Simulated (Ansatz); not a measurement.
Crystal: CdF2.

```
Cd F
1.0
     0.00000    2.69400    2.69400
     2.69400    0.00000    2.69400
     2.69400    2.69400    0.00000
Cd F
1 2
Direct
  0.00000 0.00000 0.00000
  0.75000 0.75000 0.75000
  0.25000 0.25000 0.25000
```

Base run:

* Program: Ansatz 0.2.0
* Functional: HSEsol
* Potentials or basis: Ansatz PAW
* Cutoff: 420 eV
* Density cutoff: 1680 eV
* k mesh: 5 × 5 × 5
* Occupations: fermi-dirac, width 0.05 eV
* Spin: no spin polarisation

Its results: band gap on the k mesh 5.14 eV, indirect (least direct gap 5.63 eV).

The run is repeated on the same cell with these changes: functional from HSEsol to HSE03. What comes out?

Band gap on the k mesh 5.03 eV, indirect (least direct gap 5.52 eV).

Caveats: the k mesh misses the band edges, so the gap on the mesh is wider than the one along the path.

Not every run made on this cell is shown here.
